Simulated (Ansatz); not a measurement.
# A series in volume per atom on Bi

All results are calculated (Ansatz 0.2.0 development build). Equation of state of a cubic crystal from periodic Kohn-Sham density functional theory without spin; pressure corrected for the finite basis.

Cell of the first row (space group Fm-3m, No. 225):
```
cell vectors (Å)
   0.0000     2.4625     2.4625
   2.4625     0.0000     2.4625
   2.4625     2.4625     0.0000
atoms (fractions of the cell vectors)
Bi  0.00000  0.00000  0.00000
```

Settings of every row: formula Bi; structure type fcc; functional PBE; spin treatment none; k mesh 37x37x37; occupation method fermi-dirac; occupation width 0.061225619 eV; wave cutoff 420 eV; datasets soft-1 PAW; density cutoff ratio 4.

Limits: a cubic model structure, not a phase known at ambient conditions; no spin-orbit coupling with 6p elements.

```csv
row,volume per atom (Å³),energy above lowest point (meV/atom),pressure (GPa)
1,29.865,20.88,3.702
2,30.5,8.97,2.333
3,31.135,?,?
4,31.771,0,0.016
5,32.406,1.91,-0.96
6,33.042,7.48,-1.832
7,33.677,16.32,-2.61
```

Question: what energy above lowest point and pressure should row 3 give?

Worked fit of energy above lowest point. Take u = (V_r/V)^(2/3) − 1 with V_r = 32.088 Å³ an atom, which is twice the finite (Eulerian) strain; such expansions in the strain, on which the Birch-Murnaghan equation of state is built, carry the rest volume and the bulk modulus. The shown rows have u = 0.04903, 0.03442, 0.00664, -0.00655, -0.01934, -0.03171. Least squares give energy above lowest point = 0.47 − 145.74 × u + 11282.6 × u² + 3674 × u³ meV/atom; a parabola predicts inner rows, each left out in turn, worse (root mean square 0.074 against 0.003 meV/atom). All shown rows lie on it to the printed digit. Its lowest point lies at u = 0.0064, or V = 31.78 Å³ an atom, and the curvature there gives the bulk modulus at fixed shape and fractions, B = (4/9)(1 + u)² E″(u)/V = 51.5 GPa. The withheld row has u = 0.0203, so the fit gives 0.47 − 145.74 × (0.0203) + 11282.6 × (0.0203)² + 3674 × (0.0203)³ = 2.19 meV/atom.

The calculation gave 2.19 meV/atom. The fit meets it to the printed digit.

Worked fit of pressure. Take u = (V_r/V)^(2/3) − 1 with V_r = 32.088 Å³ an atom, which is twice the finite (Eulerian) strain; such expansions in the strain, on which the Birch-Murnaghan equation of state is built, carry the rest volume and the bulk modulus. The shown rows have u = 0.04903, 0.03442, 0.00664, -0.00655, -0.01934, -0.03171. Least squares give pressure = −0.485 + 73.918 × u + 224.21 × u² + 202.1 × u³ GPa; a parabola predicts inner rows, each left out in turn, worse (root mean square 0.004 against 0.0005 GPa). All shown rows lie on it to the printed digit. The pressure vanishes at u = 0.0064, or V = 31.78 Å³ an atom, and there the bulk modulus at fixed shape and fractions is B = −V dP/dV = (2/3)(1 + u) dP/du = 51.5 GPa. The withheld row has u = 0.0203, so the fit gives −0.485 + 73.918 × (0.0203) + 224.21 × (0.0203)² + 202.1 × (0.0203)³ = 1.110 GPa.

The calculation gave 1.109 GPa. The fit lies 0.001 GPa (0.016 % of the column's range) above it, one unit of the last digit.
